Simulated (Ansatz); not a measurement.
# GaP (F-43m) in Ansatz: a series of runs

Aim: see how the results for GaP move with the level of theory and the settings. Levels: RPBE, revPBE, BLYP. Tasks: relaxation of cell and atoms.

Program: Ansatz 0.2.0. These are calculated values, not measurements. Logs are shortened: lines on timing, memory, paths and dates and some standing lists are left out, and cuts for length are marked.

**1. Starting point**

The structure is cubic, space group F-43m (No. 216). The conventional cell has a = 5.451 Å, b = 5.451 Å, c = 5.451 Å, α = 90.00°, β = 90.00°, γ = 90.00°. Ga (site symmetry -43m) is surrounded by 4 P at 2.36 Å. P (site symmetry -43m) is surrounded by 4 Ga at 2.36 Å.

**2. Relaxation of cell and atoms, RPBE**

input.yaml reads:

```yaml
crystal:
  lattice:
    - [0.0, 2.72525, 2.72525]
    - [2.72525, 0.0, 2.72525]
    - [2.72525, 2.72525, 0.0]
  atoms:
    - { symbol: Ga, position: [0.0, 0.0, 0.0] }
    - { symbol: P, position: [0.75, 0.75, 0.75] }
kpoints:
  mp_grid: { grid: [8, 8, 8] }
scf:
  occupations: { method: fermi_dirac, width: 0.05 }
hamiltonian:
  xc: rpbe
  pseudopotentials: { kind: all_electron, lapw: { basis_error: 0.001 } }
output:
  forces: true
  stress: true
relax:
  f_tol: 0.01
  max_steps: 60
  cell: {}
```

Potentials or basis: all-electron LAPW, scalar-relativistic.

On the command line:

```
$ ansatz run input.yaml --threads 1 --pin off --max-ram 3072MiB --backend cpu --events-out ev --progress --plain --runs-dir out
```

Output:

```text
Warning: RAYON_NUM_THREADS=1 ignored (pool sized by the plan → 1); use --threads N
The last accepted step is kept in <dir> (removed where the run ends without a failure and the disk answers)
LAPW: plane waves up to 8.894 Å⁻¹, error target 1.0e-3 eV per atom; small_component_spin mean_spin; P in spheres of 1.032 Å, 13 of its electrons in bands, Dirac shells []; Ga in spheres of 1.257 Å, 21 of its electrons in bands, Dirac shells [] (how accurate: hamiltonian.pseudopotentials.lapw.basis_error, Limitations)
Engine: ansatz 0.2.0, aarch64-unknown-linux-gnu
Pseudopotentials: kind: all_electron
Pseudopotential: Ga, LAPW, valence charge 21, lapw/all_electron/scalar/gaussian/Ga, Koelling and Harmon's equation, gaussian nucleus
Pseudopotential: P, LAPW, valence charge 13, lapw/all_electron/scalar/gaussian/P, Koelling and Harmon's equation, gaussian nucleus
Functional definition: RPBE
  parameter kappa = 0.804
  parameter beta = 0.06672455060314922
  exchange = rpbe_x(kappa = kappa, mu = beta*pi^2/3)
  correlation = pbe_c(beta = beta)
Crystal: 2 atoms, lattice volume = 40.481 Å³
Basis set: ecut = 301.38807650008437 eV, 531 PW (Γ), exchange–correlation at level 2
Bands: 21, of which v1, the nominal top of the filled ones, is band 17 counted from 1 (16 counted from 0)
Symmetry: 24 space group operations
Space group: F-43m (ITA 216), of the structure as read, at distance tolerance 3.4e-5 Å
k-points: 29 of 512 (time reversal used)
Non-local potential: Ga, projectors of the file, none
Non-local potential: P, projectors of the file, none
Initial density: superposition of atomic densities (chi_scale 0.1, normalization cell, long waves kept (reshape's long-wave potential 0.00 eV rms))
Initial wavefunctions: plane waves of lowest kinetic energy (no species holds an atomic orbital)
Functional: x = rpbe, c = pbe(β = 0.06672455060314922)
iter 1 solved again at ethr=2.61e-3 eV; its pass at ethr=1.00e-1 eV (dr2=8.87e-1 eV) is discarded
SCF iter   1: F=—  HF=-62218.757473 eV  |F-HF|=—  |Δ(HF+E_count)|=         —  Δρ=3.98e-2  dr2=8.89e-1  ethr=2.61e-3  ⟨swp⟩=2.0  Hψ=4097  notcnv=0
preconditioner: auto → none  [insulator: Δε(μ)=2.102 eV  Ē_g=15.024 eV  σ=0.050 eV  W_gap=1.00  n_scr=14 (ndim 8)  ℏωp=24.8 eV  f_vac=0.017  D(μ)=0.00/eV (n_scr^D=0)  ε∞_Penn≈3.7]
iter 2 solved again at ethr=2.45e-4 eV; its pass at ethr=2.61e-3 eV (dr2=8.33e-2 eV) is discarded
SCF iter   2: F=—  HF=-62218.525199 eV  |F-HF|=—  |Δ(HF+E_count)|=   2.32e-1  Δρ=1.58e-2  dr2=8.31e-2  ethr=2.45e-4  ⟨swp⟩=2.0  Hψ=3126  notcnv=0
SCF iter   3: F=—  HF=-62218.510262 eV  |F-HF|=—  |Δ(HF+E_count)|=   1.49e-2  Δρ=7.38e-3  dr2=1.71e-2  ethr=2.44e-4  ⟨swp⟩=2.0  Hψ=1767  notcnv=0
SCF iter   4: F=—  HF=-62218.509814 eV  |F-HF|=—  |Δ(HF+E_count)|=         —  Δρ=1.75e-3  dr2=1.11e-3  ethr=5.03e-5  ⟨swp⟩=2.4  Hψ=1766  notcnv=0
the basis was enlarged: its passes take 260.7 KiB over the memory plan, 1 of 1 planned eigensolver slots
SCF iter   5: F=—  HF=-62218.509586 eV  |F-HF|=—  |Δ(HF+E_count)|=   2.28e-4  Δρ=3.42e-4  dr2=3.16e-5  ethr=3.26e-6  ⟨swp⟩=3.0  Hψ=1770  notcnv=0
SCF iter   6: F=—  HF=-62218.509695 eV  |F-HF|=—  |Δ(HF+E_count)|=   1.09e-4  Δρ=5.39e-5  dr2=9.11e-7  ethr=9.31e-8  ⟨swp⟩=3.0  Hψ=1768  notcnv=0
SCF iter   7: F=-62218.509700 eV  HF=-62218.509700 eV  |F-HF|=8.68e-8  |Δ(HF+E_count)|=   4.38e-6  Δρ=7.53e-6  dr2=2.79e-8  ethr=2.68e-9  ⟨swp⟩=3.0  Hψ=1768  notcnv=0
SCF 1 converged in 7 iterations: F = -62218.509700 eV  dr2 = 2.79e-8
relax step   1: F+E_penalty+E_count = -62218.50969964 eV  Δ(F+E_penalty+E_count) = +0.000e0 eV  max|allowed force component| = 2.486e-17 eV/Å  Δτ_max = 0.0000 Å  P = +4.579 GPa  Ω = 40.481 Å³  (7 SCF iters, accepted)
Crystal: 2 atoms, lattice volume = 42.046 Å³
Basis set: ecut = 293.85990578159453 eV, 531 PW (Γ), exchange–correlation at level 2
Initial density: handed on by an earlier stage of this run
Initial wavefunctions: those handed on with the density
iter 1 solved again at ethr=4.88e-7 eV; its pass at ethr=1.00e-1 eV (dr2=1.66e-4 eV) is discarded
SCF iter   1: F=—  HF=-62218.538282 eV  |F-HF|=—  |Δ(HF+E_count)|=         —  Δρ=4.39e-4  dr2=1.65e-4  ethr=4.88e-7  ⟨swp⟩=4.0  Hψ=3310  notcnv=0
preconditioner: auto → none  [insulator: Δε(μ)=1.657 eV  Ē_g=15.397 eV  σ=0.050 eV  W_gap=1.00  n_scr=14 (ndim 8)  ℏωp=24.3 eV  f_vac=0.142  D(μ)=0.00/eV (n_scr^D=0)  ε∞_Penn≈3.5]
SCF iter   2: F=—  HF=-62218.538293 eV  |F-HF|=—  |Δ(HF+E_count)|=   1.07e-5  Δρ=2.15e-4  dr2=3.92e-5  ethr=4.86e-7  ⟨swp⟩=2.8  Hψ=1686  notcnv=0
iter 3 solved again at ethr=1.13e-8 eV; its pass at ethr=1.15e-7 eV (dr2=3.83e-6 eV) is discarded
SCF iter   3: F=—  HF=-62218.538319 eV  |F-HF|=—  |Δ(HF+E_count)|=   2.62e-5  Δρ=7.61e-5  dr2=3.83e-6  ethr=1.13e-8  ⟨swp⟩=2.0  Hψ=2993  notcnv=0
SCF iter   4: F=—  HF=-62218.538317 eV  |F-HF|=—  |Δ(HF+E_count)|=   2.41e-6  Δρ=2.90e-5  dr2=3.28e-7  ethr=1.13e-8  ⟨swp⟩=3.0  Hψ=1769  notcnv=0
SCF iter   5: F=-62218.538318 eV  HF=-62218.538318 eV  |F-HF|=1.15e-7  |Δ(HF+E_count)|=   1.12e-6  Δρ=9.70e-6  dr2=3.49e-8  ethr=9.65e-10  ⟨swp⟩=3.0  Hψ=1770  notcnv=0
SCF 2 converged in 5 iterations: F = -62218.538318 eV  dr2 = 3.49e-8
relax step   2: F+E_penalty+E_count = -62218.53831824 eV  Δ(F+E_penalty+E_count) = -2.862e-2 eV  max|allowed force component| = 2.197e-17 eV/Å  Δτ_max = 0.0000 Å  P = +1.386 GPa  Ω = 42.046 Å³  (5 SCF iters, accepted)
Crystal: 2 atoms, lattice volume = 42.764 Å³
Basis set: ecut = 290.56415613945495 eV, 531 PW (Γ), exchange–correlation at level 2
iter 1 solved again at ethr=1.03e-7 eV; its pass at ethr=1.00e-1 eV (dr2=3.50e-5 eV) is discarded
SCF iter   1: F=—  HF=-62218.541649 eV  |F-HF|=—  |Δ(HF+E_count)|=         —  Δρ=1.95e-4  dr2=3.42e-5  ethr=1.03e-7  ⟨swp⟩=3.9  Hψ=3316  notcnv=0
preconditioner: auto → none  [insulator: Δε(μ)=1.518 eV  Ē_g=15.326 eV  σ=0.050 eV  W_gap=1.00  n_scr=14 (ndim 8)  ℏωp=24.1 eV  f_vac=0.143  D(μ)=0.00/eV (n_scr^D=0)  ε∞_Penn≈3.5]
SCF iter   2: F=—  HF=-62218.541654 eV  |F-HF|=—  |Δ(HF+E_count)|=   4.57e-6  Δρ=9.58e-5  dr2=8.01e-6  ethr=1.01e-7  ⟨swp⟩=2.9  Hψ=1695  notcnv=0
SCF iter   3: F=—  HF=-62218.541660 eV  |F-HF|=—  |Δ(HF+E_count)|=   6.70e-6  Δρ=3.43e-5  dr2=8.13e-7  ethr=2.36e-8  ⟨swp⟩=3.0  Hψ=1762  notcnv=0
iter 4 solved again at ethr=2.11e-10 eV; its pass at ethr=2.39e-9 eV (dr2=7.18e-8 eV) is discarded
SCF iter   4: F=-62218.541660 eV  HF=-62218.541660 eV  |F-HF|=2.25e-7  |Δ(HF+E_count)|=   5.82e-7  Δρ=1.34e-5  dr2=7.18e-8  ethr=2.11e-10  ⟨swp⟩=2.0  Hψ=3016  notcnv=0
SCF 3 converged in 4 iterations: F = -62218.541660 eV  dr2 = 7.18e-8
relax step   3: F+E_penalty+E_count = -62218.54166001 eV  Δ(F+E_penalty+E_count) = -3.342e-3 eV  max|allowed force component| = 2.891e-17 eV/Å  Δτ_max = 0.0000 Å  P = +0.125 GPa  Ω = 42.764 Å³  (4 SCF iters, accepted)
Crystal: 2 atoms, lattice volume = 42.838 Å³
Basis set: ecut = 290.2285988790847 eV, 531 PW (Γ), exchange–correlation at level 2
iter 1 solved again at ethr=2.01e-9 eV; its pass at ethr=1.00e-1 eV (dr2=6.83e-7 eV) is discarded
SCF iter   1: F=—  HF=-62218.541689 eV  |F-HF|=—  |Δ(HF+E_count)|=         —  Δρ=2.70e-5  dr2=6.06e-7  ethr=2.01e-9  ⟨swp⟩=4.6  Hψ=3335  notcnv=0
preconditioner: auto → none  [insulator: Δε(μ)=1.503 eV  Ē_g=15.318 eV  σ=0.050 eV  W_gap=1.00  n_scr=14 (ndim 8)  ℏωp=24.1 eV  f_vac=0.142  D(μ)=0.00/eV (n_scr^D=0)  ε∞_Penn≈3.5]
SCF iter   2: F=—  HF=-62218.541689 eV  |F-HF|=—  |Δ(HF+E_count)|=   5.60e-7  Δρ=1.49e-5  dr2=1.63e-7  ethr=1.78e-9  ⟨swp⟩=3.0  Hψ=1737  notcnv=0
iter 3 solved again at ethr=4.38e-11 eV; its pass at ethr=4.80e-10 eV (dr2=1.49e-8 eV) is discarded
SCF iter   3: F=-62218.541690 eV  HF=-62218.541690 eV  |F-HF|=7.67e-9  |Δ(HF+E_count)|=   3.41e-7  Δρ=4.37e-6  dr2=1.49e-8  ethr=4.38e-11  ⟨swp⟩=2.0  Hψ=3017  notcnv=0
SCF 4 converged in 3 iterations: F = -62218.541690 eV  dr2 = 1.49e-8
relax step   4: F+E_penalty+E_count = -62218.54168972 eV  Δ(F+E_penalty+E_count) = -2.971e-5 eV  max|allowed force component| = 2.429e-17 eV/Å  Δτ_max = 0.0000 Å  P = +0.002 GPa  Ω = 42.838 Å³  (3 SCF iters, accepted)
iter 1 solved again at ethr=4.39e-11 eV; its pass at ethr=1.00e-1 eV (dr2=1.49e-8 eV) is discarded
SCF iter   1: F=—  HF=-62218.541688 eV  |F-HF|=—  |Δ(HF+E_count)|=         —  Δρ=4.38e-6  dr2=1.49e-8  ethr=4.39e-11  ⟨swp⟩=4.3  Hψ=2993  notcnv=0
preconditioner: auto → none  [insulator: Δε(μ)=1.502 eV  Ē_g=15.318 eV  σ=0.050 eV  W_gap=1.00  n_scr=14 (ndim 8)  ℏωp=24.1 eV  f_vac=0.142  D(μ)=0.00/eV (n_scr^D=0)  ε∞_Penn≈3.5]
SCF iter   2: F=-62218.541688 eV  HF=-62218.541688 eV  |F-HF|=3.50e-9  |Δ(HF+E_count)|=   1.17e-8  Δρ=1.72e-6  dr2=1.72e-9  ethr=4.39e-11  ⟨swp⟩=3.0  Hψ=1770  notcnv=0
SCF 5 converged in 2 iterations: F = -62218.541688 eV  dr2 = 1.72e-9
relax step   5: F+E_penalty+E_count = -62218.54168766 eV  Δ(F+E_penalty+E_count) = +2.054e-6 eV  max|allowed force component| = 1.793e-17 eV/Å  Δτ_max = 0.0000 Å  P = +0.002 GPa  Ω = 42.838 Å³  stress off target by 2.14e-3 GPa  SCF on the basis re-selected at this cell (its energy is not comparable with the rows above)  (2 SCF iters)
basis re-selected at this cell: Δ(F+E_penalty+E_count) = +2.054e-6 eV, ΔP = -0.000 GPa vs the last step (what re-selecting the basis moved, after the strain that the cell walked since its last selection, with what the two solves' SCF thresholds leave and, on support functions, any second-order correction that the steps lacked; it is no measure of the basis error at this ecutwfc). This SCF's stress stands 2.14e-3 GPa from its target on what of the cell is left free (relax.cell.stress_tol is 5.00e-2 GPa) and its largest allowed force component is 1.79e-17 eV/Å (relax.f_tol is 1.00e-2 eV/Å): within both
SCF converged after 2 iterations
Free energy (F): -62218.541688 eV
Harris-Foulkes:  -62218.541688 eV  (|F-HF|=3.50e-9)
Internal energy: -62218.541688 eV  (E = F + TS)
E sigma→0 (E₀):  -62218.541688 eV
Fermi energy:    8.621592 eV
--- Per-component energies (eV) ---
  E_band       = -1812.105733
  E_kinetic    = 63292.005083
  E_xc         = -2700.416944
  E_electrostatic = -122810.129826  (all electrons and nuclei)
  E_smearing   = -0.000000  (= −TS)
  E_closure    = 0.000000  (closes the sum)
  E_atoms      = -62210.092364  (free atoms, spherical and without spin; not in F)
  Σ components = -62218.541688   (vs F -62218.541688, Δ=0.00e0)
  Basis errors (estimates in eV, not in F): energy 4.0e-4 per atom: plane waves 3.7e-4 (2.2e-4 summed), levels above the bands 1.9e-30, relativity 4.4e-8, radial functions 3.0e-5, core shells 2.2e-11; eigenvalues (radial functions only) 4.0e-7; not estimated: angular momenta, meshes, grids; target (lapw.basis_error) 1.0e-3; muffin-tin radii P 1.052 Å, Ga 1.281 Å
--- Forces (eV/Å), atoms counted from 1 ---
  atom   1  Ga     0.00000000    -0.00000000    -0.00000000
  atom   2  P     -0.00000000     0.00000000     0.00000000
  max |Σ_I F_I| component: 2.31e-18 eV/Å
--- Stress (GPa, compression-positive) ---
        0.002142      -0.000000      -0.000000
       -0.000000       0.002142       0.000000
       -0.000000       0.000000       0.002142
  P = ⅓ Tr σ = 0.0021 GPa (0.021 kbar)
--- Relaxed structure (4 steps of the walk, 4 accepted, 1 SCFs on fresh bases) ---
  F+E_penalty+E_count = -62218.54168766 eV   max|allowed force component| = 1.793e-17 eV/Å   (the final SCF, on the basis selected at the relaxed cell)
  cell:  # Å, volume = 42.8379 Å³
    - [1.4580640799312749e-33, 2.7771496259783244, 2.7771496259783244]
    - [2.7771496259783244, -2.0320228802521517e-33, 2.7771496259783244]
    - [2.7771496259783244, 2.7771496259783244, -9.17410241938097e-34]
  atoms:
    - { symbol: Ga, position: [3.3016068099932544e-34, -3.713847571107239e-34, -2.05752308448855e-34] }
    - { symbol: P, position: [0.75, 0.75, 0.75] }
```

Wall time 26 s (1 thread of Arm Neoverse V2, shared host); peak memory 0.29 GiB.

Results:

| Quantity | Value |
| --- | --- |
| Free energy | -62218.5417 eV |
| Relaxed volume | 21.42 Å³/atom |
| Relaxed cell | a = 3.927 Å, b = 3.927 Å, c = 3.927 Å, α = 60.00°, β = 60.00°, γ = 60.00° |
| Space group after relaxing (to 0.05 Å) | F-43m (No. 216) |
| Energy gained by relaxing | 16.0 meV/atom |
| Ionic steps | 5 |
| Pressure after relaxing | 0.0 GPa |
| Band gap on the k mesh | 1.50 eV |

Step by step:
| step | energy change (eV) | largest force (eV/Å) | volume (Å³) |
| --- | --- | --- | --- |
| 1 | 0.0000 | 0.0000 | 40.48 |
| 2 | -0.0286 | 0.0000 | 42.05 |
| 3 | -0.0320 | 0.0000 | 42.76 |
| 4 | -0.0320 | 0.0000 | 42.84 |
| 5 | -0.0320 | 0.0000 | 42.84 |

Final structure:
```xyz
2
Lattice="0.0000 2.7771 2.7771 2.7771 0.0000 2.7771 2.7771 2.7771 0.0000" Properties=species:S:1:pos:R:3 pbc="T T T"
Ga    0.0000    0.0000    0.0000
P     4.1657    4.1657    4.1657
```

A k mesh can miss the band edges. RPBE and its kin give volumes clearly too large for solids.

[end of part 1 of 2]
